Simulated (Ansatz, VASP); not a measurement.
Two plane-wave programs on BiS

Contents of INCAR:

```
PREC     = Accurate       # precision mode
ENCUT    = 900            # plane-wave cutoff, eV
EDIFF    = 1E-6           # SCF threshold, eV
ISMEAR   = -1             # smearing method
SIGMA    = 0.05           # smearing width, eV
LREAL    = False          # projectors in reciprocal space
LASPH    = True           # aspherical terms in the spheres
NELM     = 60             # most SCF steps
ALGO     = Normal         # electronic algorithm
ISIF     = 3              # what is computed and relaxed
LWAVE    = False          # write WAVECAR
LCHARG   = False          # write CHGCAR
GGA      = PE             # functional
IBRION   = 2              # ionic algorithm
NSW      = 40             # ionic steps
EDIFFG   = -0.01          # ionic threshold
```

The input KPOINTS:

```
regular mesh
0
Gamma
  8 8 8
```

POSCAR

```
BiS
1.0
    2.1092708700      1.2177881000      3.5004874800
   -2.1092708700      1.2177881000      3.5004874800
    0.0000000000     -2.4355762100      3.5004874800
Bi S
1 1
Direct
    0.0000000000      0.0000000000      0.0000000000
    0.5000000000      0.5000000000      0.5000000000
```

input.yaml

```yaml
crystal:
  lattice:
    - [2.10927087, 1.2177881, 3.50048748]
    - [-2.10927087, 1.2177881, 3.50048748]
    - [0.0, -2.43557621, 3.50048748]
  atoms:
    - { symbol: Bi, position: [0.0, 0.0, 0.0] }
    - { symbol: S, position: [0.5, 0.5, 0.5] }
hamiltonian:
  xc: pbe
  pseudopotentials: { kind: paw }
kpoints:
  mp_grid: { grid: [8, 8, 8] }
scf:
  occupations: { method: fermi_dirac, width: 0.05 }
output:
  forces: true
  stress: true
  eigenvalues: true
relax:
  f_tol: 0.01
  max_steps: 40
  cell: { stress_tol: 0.05 }
```

The cell was built by a generator and needn't be a form met in nature.

Alike in both runs: task relaxation of cell and atoms; functional PBE; k mesh 8 × 8 × 8; occupations fermi-dirac, width 0.05 eV; no spin polarisation.

|  | VASP | Ansatz |
| --- | --- | --- |
| version | VASP 6.6.1 | Ansatz 0.2.0 |
| potentials or method | VASP PAW PBE potentials, release 64 (Bi, S) | Ansatz PAW |
| plane-wave cutoff (eV) | 900 | 420 |
| valence electrons in the cell | 11 | 21 |

Ansatz gave:

| Property | Result |
| --- | --- |
| gap on the k mesh at the Fermi level, each at its own relaxed structure (eV) | none |
| relaxed volume (Å³/atom) | 25.24 |
| relaxed cell length with the largest relative difference (Å) | 4.546 |
| energy change over the relaxation (meV/atom) | -57 |

Estimate VASP's values.

gap on the k mesh at the Fermi level, each at its own relaxed structure (eV): none; relaxed volume (Å³/atom): 25.18; relaxed cell length with the largest relative difference (Å): 4.543; energy change over the relaxation (meV/atom): -58.

A gap of «none» marks a metal or a gap that the smearing closes. The two sets of potentials don't hold the same shells in valence.

Caveats: spin-orbit coupling is left out, which moves the levels of the heavy elements; the plane-wave basis is chosen anew once the cell has moved, so the energies of steps on either side of that aren't comparable (Ansatz).
